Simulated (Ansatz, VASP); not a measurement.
## Ca: VASP beside Ansatz

Contents of INCAR:

```
SYSTEM = Ca
ALGO     = Fast           ! electronic algorithm
EDIFF    = 1E-6           ! SCF threshold, eV
ENCUT    = 520            ! plane-wave cutoff, eV
GGA      = PE             ! functional
ISIF     = 2              ! what is computed and relaxed
ISMEAR   = 0              ! smearing method
LASPH    = .True.         ! aspherical terms in the spheres
LCHARG   = .False.        ! write CHGCAR
LREAL    = .False.        ! projectors in reciprocal space
LWAVE    = .False.        ! write WAVECAR
NBANDS   = 11             ! bands
NELM     = 100            ! most SCF steps
PREC     = Accurate       ! precision mode
SIGMA    = 0.15           ! smearing width, eV
```

File KPOINTS:

```
k-points
0
Gamma
  18 18 18
  0 0 0
```

Contents of POSCAR:

```
Ca
1.0
   -2.2673557871      2.2673557871      2.0773687408
    2.2673557871     -2.2673557871      2.0773687408
    2.2673557871      2.2673557871     -2.0773687408
Ca
1
Direct
    0.5000000000      0.5000000000      0.0000000000
```

Input for Ansatz:

```yaml
crystal:
  lattice:
    - [-2.2673557871, 2.2673557871, 2.0773687408]
    - [2.2673557871, -2.2673557871, 2.0773687408]
    - [2.2673557871, 2.2673557871, -2.0773687408]
  atoms:
    - { symbol: Ca, position: [0.5, 0.5, 0.0] }
basis:
  ecutwfc: 420
kpoints:
  mp_grid: { grid: [18, 18, 18] }
hamiltonian:
  xc: pbe
scf:
  occupations: { method: gaussian, width: 0.15 }
output:
  forces: true
  stress: true
  eigenvalues: true
```

Alike in both runs: task single point; functional PBE; k mesh 18 × 18 × 18; occupations gaussian, width 0.15 eV; no spin polarisation.

```csv
,VASP,Ansatz
version,VASP 6.6.1,Ansatz 0.2.0
potentials or method,"VASP PAW PBE potentials, release 64 (Ca_sv)","scalar-relativistic, plane waves, PAW"
plane-wave cutoff (eV),520,420
valence electrons in the cell,10,10
```

|  | VASP | Ansatz | Ansatz less VASP |
| --- | --- | --- | --- |
| gap on the k mesh at the Fermi level (eV) | none | none | - |
| pressure (GPa) | -0.2 | -0.2 | -0.01 |
| largest component of the traceless stress (GPa) | 0.15 | 0.15 | +0.001 |

A gap of «none» marks a metal or a gap that the smearing closes.
